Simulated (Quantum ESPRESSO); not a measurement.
Runs of Quantum ESPRESSO 7.5 on NaH. The structure is cubic, space group Fm-3m (No. 225). The conventional cell has a = 4.880 Å, b = 4.880 Å, c = 4.880 Å, α = 90.00°, β = 90.00°, γ = 90.00°. Na (site symmetry m-3m) is surrounded by 6 H at 2.44 Å. H (site symmetry m-3m) has 6 Na at 2.44 Å as nearest neighbours. 

```tsv
level	potentials or basis	form of the LDA correlation	pressure (GPa)
WC	PseudoDojo 0.4.1 SR PBE standard	-	-1.0
PBEsol	PseudoDojo 0.4.1 SR PBEsol standard	-	(a)
AM05	PseudoDojo 0.4.1 SR PBE standard	-	(b)
LDA	PseudoDojo 0.4.1 SR LDA standard	PW92	-2.6
BLYP	PseudoDojo 0.4.1 SR PBE standard	-	-0.4
```

Alike in all rows: task dielectric tensor; no spin polarisation; cell as given; k mesh 6 × 6 × 6, shifted; cutoff (eV) 1197; smearing fermi-dirac 0.05 eV.

Fill in the values left out.

(a) -1.2; (b) -0.5.

Caveats: the potentials were made for another functional, which shifts forces and pressure (some runs).

Runs at the PBE level aren't shown here.
